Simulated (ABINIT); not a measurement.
# Mo (Im-3m) in ABINIT: settings compared

Aim: see how the results for Mo move with the level of theory and the settings. Levels: LDA, PBE+D3. Tasks: optical spectrum, phonons at a zone-boundary q.

Program: ABINIT 10.8.3 (patched build). These are calculated values, not measurements. Logs are shortened: lines on timing, memory, paths and dates and some standing lists are left out, and cuts for length are marked. The log counts tension as positive stress, the text compression.

### 1 Starting point

Symmetry: Im-3m, No. 229, cubic system. The conventional cell has a = 3.168 Å, b = 3.168 Å, c = 3.168 Å, α = 90.00°, β = 90.00°, γ = 90.00°. Around Mo (site symmetry m-3m) lie 8 Mo at 2.74 Å.

### 2 Optical spectrum, LDA

File run.abi:

```
ndtset 3

pp_dirpath "./"
pseudos "Mo.upf"

acell 5.1839677754 5.1839677754 5.1839677754
rprim
    -0.5773502692     0.5773502692     0.5773502692
     0.5773502692    -0.5773502692     0.5773502692
     0.5773502692     0.5773502692    -0.5773502692
ntypat 1
znucl 42
natom 1
typat 1
xred
            0.0            0.0            0.0

ecut 35.0

ngkpt 16 16 16
nshiftk 2
shiftk
     0.2500000000     0.2500000000     0.2500000000
    -0.2500000000    -0.2500000000    -0.2500000000
istwfk *1

ixc 7

occopt 6
tsmear 0.136 eV

nstep 80

iomode 3
prteig 0
prtebands 0

nband1 11
tolvrs1 1.0e-12
prtden1 1
prtwf1 0
kptopt1 1

iscf2 -3
getden2 1
nband2 23
nbdbuf2 4
tolwfr2 1.0e-12
nstep2 120
prtden2 0
kptopt2 1

optdriver3 8
wfk_task3 "wfk_optics_fullbz"
getwfk3 2
nband3 19
kptopt3 1
prtevk3 1
inclvkb3 2
```

File optic.abi:

```
&FILES
 ddkfile_1 = 'runo_DS3_1_EVK.nc',
 ddkfile_2 = 'runo_DS3_2_EVK.nc',
 ddkfile_3 = 'runo_DS3_3_EVK.nc',
 wfkfile = 'runo_DS3_WFK.nc'
/
&PARAMETERS
 broadening = 0.005512,
 domega = 0.002,
 maxomega = 0.8,
 scissor = 0.000000,
 tolerance = 0.002
/
&COMPUTATIONS
 num_lin_comp = 1,
 lin_comp = 11,
 num_nonlin_comp = 0
/
```

Potentials or basis: PseudoDojo NC SR LDA v0.4.1 standard.

On the command line:

```console
> abinit run.abi > log 2>&1
> optic optic.abi > optic.log 2>&1
```

run.abo:

```text
.Version 10.8.3 of ABINIT
 DATASET    1 : space group Im -3 m (#229); Bravais cI (body-center cubic)
================================================================================
 Values of the parameters that define the memory need for DATASET  1.
     intxc =       0    ionmov =       0      iscf =       7    lmnmax =       6
     lnmax =       6     mgfft =      30  mpssoang =       3    mqgrid =    3001
     natom =       1  nloc_mem =       1    nspden =       1   nspinor =       1
    nsppol =       1      nsym =      48    n1xccc =    2501    ntypat =       1
    occopt =       6   xclevel =       1
       mpw =        1085          nfft =       27000          nkpt =         240
================================================================================
================================================================================
[... 13 lines left out ...]
 DATASET    3 : space group Im -3 m (#229); Bravais cI (body-center cubic)
================================================================================
 Values of the parameters that define the memory need for DATASET  3.
     intxc =       0    ionmov =       0      iscf =       7    lmnmax =       6
     lnmax =       6     mgfft =      30  mpssoang =       3    mqgrid =    3001
     natom =       1  nloc_mem =       1    nspden =       1   nspinor =       1
    nsppol =       1      nsym =      48    n1xccc =    2501    ntypat =       1
    occopt =       6   xclevel =       1
       mpw =        1085          nfft =       27000          nkpt =         240
================================================================================
================================================================================

--------------------------------------------------------------------------------
------------- Echo of variables that govern the present computation ------------
--------------------------------------------------------------------------------
 -outvars: echo values of preprocessed input variables --------
            acell      5.1839677754E+00  5.1839677754E+00  5.1839677754E+00 Bohr
              amu      9.59400000E+01
             ecut      3.50000000E+01 Hartree
           getden1          0
           getden2          1
           getden3          0
           getwfk1          0
           getwfk2          0
           getwfk3          2
             iscf1          7
             iscf2         -3
             iscf3          7
              ixc           7
           jdtset        1    2    3
                       outvar_i_n : Printing only first  50 k-points.
         kptrlatt       16    0   16      0   16   16    -16  -16    0
          kptrlen      9.57748861E+01
            natom           1
            nband1         11
            nband2         23
            nband3         19
           nbdbuf1          0
           nbdbuf2          4
           nbdbuf3          0
           ndtset           3
            ngfft          30      30      30
             nkpt         240
            nstep1         80
            nstep2        120
            nstep3         80
             nsym          48
           ntypat           1
                       prtocc : prtvol=0, do not print more k-points.
                       prtocc : prtvol=0, do not print more k-points.
                       prtocc : prtvol=0, do not print more k-points.
           occopt           6
        optdriver1          0
        optdriver2          0
        optdriver3          8
           prtden1          1
           prtden2          0
           prtden3          1
        prtebands           0
           prteig           0
           prtevk1          0
           prtevk2          0
           prtevk3          1
            prtwf1          0
            prtwf2          1
            prtwf3          1
            rprim     -5.7735026920E-01  5.7735026920E-01  5.7735026920E-01
                       5.7735026920E-01 -5.7735026920E-01  5.7735026920E-01
                       5.7735026920E-01  5.7735026920E-01 -5.7735026920E-01
           shiftk      5.00000000E-01  5.00000000E-01 -5.00000000E-01
          spgroup         229
           tolvrs1     1.00000000E-12
           tolvrs2     0.00000000E+00
           tolvrs3     0.00000000E+00
           tolwfr1     0.00000000E+00
           tolwfr2     1.00000000E-12
           tolwfr3     0.00000000E+00
           tsmear      4.99790782E-03 Hartree
            typat      1
         wfk_task1          0
         wfk_task2          0
         wfk_task3          7
                       outvars : Printing only first  50 k-points.
            znucl       42.00000

================================================================================

 chkinp: Checking input parameters for consistency, jdtset=   1.

 chkinp: Checking input parameters for consistency, jdtset=   2.
[... 6 lines left out ...]
--- !DatasetInfo
iteration_state: {dtset: 1, }
dimensions: {natom: 1, nkpt: 240, mband: 11, nsppol: 1, nspinor: 1, nspden: 1, mpw: 1085, }
cutoff_energies: {ecut:  35.0, pawecutdg:  -1.0, }
electrons: {nelect:   1.40000000E+01, charge:   0.00000000E+00, occopt:   6.00000000E+00, tsmear:   4.99790782E-03, }
meta: {optdriver: 0, ionmov: 0, optcell: 0, iscf: 7, paral_kgb: 0, }
...

 Exchange-correlation functional for the present dataset will be:
  LDA: Perdew-Wang 92 LSD fit to Ceperley-Alder data - ixc=7
  J.P.Perdew and Y.Wang, PRB 45, 13244 (1992)

 Real(R)+Recip(G) space primitive vectors, cartesian coordinates (Bohr,Bohr^-1):
 R(1)= -2.9929652  2.9929652  2.9929652  G(1)=  0.0000000  0.1670584  0.1670584
[... 133 lines left out ...]

--- !DatasetInfo
iteration_state: {dtset: 2, }
dimensions: {natom: 1, nkpt: 240, mband: 23, nsppol: 1, nspinor: 1, nspden: 1, mpw: 1085, }
cutoff_energies: {ecut:  35.0, pawecutdg:  -1.0, }
electrons: {nelect:   1.40000000E+01, charge:   0.00000000E+00, occopt:   6.00000000E+00, tsmear:   4.99790782E-03, }
meta: {optdriver: 0, ionmov: 0, optcell: 0, iscf: -3, paral_kgb: 0, }
...

 mkfilename : getden/=0, take file _DEN from output of DATASET   1.

 Exchange-correlation functional for the present dataset will be:
  LDA: Perdew-Wang 92 LSD fit to Ceperley-Alder data - ixc=7
  J.P.Perdew and Y.Wang, PRB 45, 13244 (1992)

 Real(R)+Recip(G) space primitive vectors, cartesian coordinates (Bohr,Bohr^-1):
 R(1)= -2.9929652  2.9929652  2.9929652  G(1)=  0.0000000  0.1670584  0.1670584
 R(2)=  2.9929652 -2.9929652  2.9929652  G(2)=  0.1670584  0.0000000  0.1670584
 R(3)=  2.9929652  2.9929652 -2.9929652  G(3)=  0.1670584  0.1670584  0.0000000
 Unit cell volume ucvol=  1.0724202E+02 bohr^3
 Angles (23,13,12)=  1.09471221E+02  1.09471221E+02  1.09471221E+02 degrees

 getcut: wavevector=  0.0000  0.0000  0.0000  ngfft=  30  30  30
         ecut(hartree)=     35.000   => boxcut(ratio)=   2.17300
--------------------------------------------------------------------------------

================================================================================

--- !BeginCycle
iteration_state: {dtset: 2, }
solver: {iscf: -3, nstep: 120, nline: 4, wfoptalg: 0, }
tolerances: {tolwfr: 1.00E-12, }
...

     iter   Etot(hartree)      deltaE(h)  residm     vres2
 Non-SCF case, kpt    1 ( -0.01563 -0.01563  0.04688), residuals and eigenvalues=
  6.87E-13  2.87E-13  1.92E-13  3.03E-13  1.17E-13  4.47E-13  3.04E-13  3.84E-13
  3.01E-13  5.91E-13  8.65E-13  2.37E-13  3.37E-13  1.53E-13  2.33E-13  3.30E-13
  2.73E-13  4.50E-13  2.76E-13  3.97E-13  6.72E-13  3.00E-10  4.85E-05
 -1.6350E+00 -6.5637E-01 -6.5562E-01 -6.5562E-01  3.4988E-01  5.6181E-01
  5.6181E-01  5.6537E-01  6.6966E-01  6.6966E-01  1.1625E+00  1.1653E+00
  1.1653E+00  1.5588E+00  1.5588E+00  1.6755E+00  1.7072E+00  1.7072E+00
  1.8904E+00  1.9012E+00  1.9012E+00  2.0889E+00  2.2637E+00
 prteigrs : prtvol=0 or 1, do not print more k-points.

--- !ResultsGS
iteration_state: {dtset: 2, }
comment   : Summary of ground state results
lattice_vectors:
- [ -2.9929652,   2.9929652,   2.9929652, ]
- [  2.9929652,  -2.9929652,   2.9929652, ]
- [  2.9929652,   2.9929652,  -2.9929652, ]
lattice_lengths: [   5.18397,    5.18397,    5.18397, ]
lattice_angles: [109.471, 109.471, 109.471, ] # degrees, (23, 13, 12)
lattice_volume:   1.0724202E+02
convergence: {deltae:  0.000E+00, res2:  0.000E+00, residm:  9.985E-13, diffor:  0.000E+00, }
etotal    :  -7.03687830E+01
entropy   :   0.00000000E+00
fermie    :   6.13385701E-01
cartesian_stress_tensor: null
pressure_GPa: null
xred      :
- [  0.0000E+00,   0.0000E+00,   0.0000E+00, Mo]
cartesian_forces: null
force_length_stats: {min: null, max: null, mean: null, }
...

 Integrated electronic density in atomic spheres:
 ------------------------------------------------
 Atom  Sphere_radius  Integrated_density
    1        2.00000         10.48949137
================================================================================

 ----iterations are completed or convergence reached----

 Mean square residual over all n,k,spin=   42.148E-14; max=  99.852E-14
 reduced coordinates (array xred) for    1 atoms
       0.000000000000      0.000000000000      0.000000000000

 cartesian coordinates (angstrom) at end:
    1      0.00000000000000     0.00000000000000     0.00000000000000
 length scales=  5.183967775400  5.183967775400  5.183967775400 bohr
              =  2.743237606936  2.743237606936  2.743237606936 angstroms
 Eigenvalues (hartree) for nkpt= 240  k points:
 kpt#   1, nband= 23, wtk=  0.00098, kpt= -0.0156 -0.0156  0.0469 (reduced coord)
  -1.63496   -0.65637   -0.65562   -0.65562    0.34988    0.56181    0.56181    0.56537
   0.66966    0.66966    1.16247    1.16527    1.16527    1.55882    1.55882    1.67546
   1.70718    1.70718    1.89042    1.90116    1.90116    2.08892    2.26370
      occupation numbers for kpt#   1
   2.00000    2.00000    2.00000    2.00000    2.00000    2.00000    2.00000    2.00000
   0.00000    0.00000    0.00000    0.00000    0.00000    0.00000    0.00000    0.00000
   0.00000    0.00000    0.00000    0.00000    0.00000    0.00000    0.00000
 prteigrs : prtvol=0 or 1, do not print more k-points.

--- !EnergyTerms
iteration_state     : {dtset: 2, }
comment             : Components of total free energy in Hartree
kinetic             :  2.21831031837167E+01
hartree             :  8.99844212136220E+00
xc                  : -1.02459017164876E+01
Ewald energy        : -5.95805255547027E+01
psp_core            :  2.07215482973384E+00
local_psp           : -4.24006645067151E+01
non_local_psp       :  8.60459340511373E+00
internal            : -7.03687982379790E+01
'-kT*entropy'       :  1.54445589609308E-05
total_energy        : -7.03687827934200E+01
...

--- !EnergyTermsDC
iteration_state     : {dtset: 2, }
comment             : '"Double-counting" decomposition of free energy'
band_energy         : -4.27166368326630E+00
Ewald energy        : -5.95805255547027E+01
psp_core            :  2.07215482973384E+00
xc_dc               : -8.58876400853361E+00
internal            : -7.03687984167688E+01
'-kT*entropy'       :  1.54445589609308E-05
total_energy_dc     : -7.03687829722099E+01
...

================================================================================
== DATASET  3 ==================================================================

--- !DatasetInfo
iteration_state: {dtset: 3, }
dimensions: {natom: 1, nkpt: 240, mband: 19, nsppol: 1, nspinor: 1, nspden: 1, mpw: 1085, }
cutoff_energies: {ecut:  35.0, pawecutdg:  -1.0, }
electrons: {nelect:   1.40000000E+01, charge:   0.00000000E+00, occopt:   6.00000000E+00, tsmear:   4.99790782E-03, }
meta: {optdriver: 8, wfk_task: 7, }
...

 mkfilename : getwfk/=0, take file _WFK from output of DATASET   2.

 Exchange-correlation functional for the present dataset will be:
  LDA: Perdew-Wang 92 LSD fit to Ceperley-Alder data - ixc=7
  J.P.Perdew and Y.Wang, PRB 45, 13244 (1992)

--------------------------------------------------------------------------------

 Computation of velocity matrix elements (DDK)

 Parameters extracted from the Abinit header:
    ecut:     35.0
    nkpt:    8192
    mband:   23
    nsppol:  1
    nspinor: 1
    useylm:  0
    inclvkb: 2
    bmin: 1, bmax: 23
    Computing diagonal and off-diagonal matrix elements
    Between band index bmin: 1, bmax: 23

== END DATASET(S) ==============================================================
================================================================================

 -outvars: echo values of variables after computation  --------
            acell      5.1839677754E+00  5.1839677754E+00  5.1839677754E+00 Bohr
           etotal1    -7.0368782972E+01
           etotal2    -7.0368782972E+01
           etotal3     0.0000000000E+00
            fcart1    -0.0000000000E+00 -0.0000000000E+00 -0.0000000000E+00
            fcart3     0.0000000000E+00  0.0000000000E+00  0.0000000000E+00
            rprim     -5.7735026920E-01  5.7735026920E-01  5.7735026920E-01
                       5.7735026920E-01 -5.7735026920E-01  5.7735026920E-01
                       5.7735026920E-01  5.7735026920E-01 -5.7735026920E-01
           strten1     4.9716610920E-04  4.9716610920E-04  4.9716610920E-04
                       0.0000000000E+00  0.0000000000E+00  0.0000000000E+00
           strten3     0.0000000000E+00  0.0000000000E+00  0.0000000000E+00
                       0.0000000000E+00  0.0000000000E+00  0.0000000000E+00
 Calculation completed.
```

Wall time 5.4 min (1 thread of Arm Neoverse V1, shared host); peak memory 3.7 GiB.

Results:

- Free energy: -1914.8321 eV
- Pressure: -14.6 GPa

Dielectric function (mean over the directions given):
```
energy (eV)  real part  imaginary part
       0.33      38.74            9.48
       0.76      36.57           17.66
       1.31      32.37           22.71
       1.74      26.21           31.42
       2.29      14.71           33.71
       2.83       5.10           25.88
       3.27       5.03           23.36
       3.81       1.95           26.69
       4.25      -6.87           25.89
       4.79     -10.66           15.74
       5.33      -9.78           11.09
       5.77      -8.66            7.74
       6.31      -6.63            5.01
       6.75      -4.65            3.52
       7.29      -4.63            4.48
       7.84      -3.93            2.27
       8.27      -3.00            1.64
       8.82      -1.90            1.46
       9.36      -1.18            1.07
       9.80      -0.35            0.88
      10.34       0.44            1.07
      10.78       1.28            1.36
      11.32       1.26            3.08
      11.86       0.89            2.80
      12.30      -0.22            2.68
      12.84       0.18            2.68
      13.28      -0.07            2.42
      13.82       0.27            2.32
      14.37       0.33            1.81
      14.80       0.53            1.91
      15.35       0.91            1.97
      15.89       0.93            2.69
      16.33       0.62            3.14
      16.87      -0.14            3.25
      17.31      -0.61            2.81
      17.85      -1.03            2.71
      18.39      -1.51            1.68
      18.83      -1.11            1.16
      19.38      -0.71            0.85
      19.92      -0.45            0.79
```

Caveat: the intraband (Drude) term is left out; spectra need much finer meshes, so this one isn't converged; independent-particle spectra lack excitons.

[end of part 1 of 2]
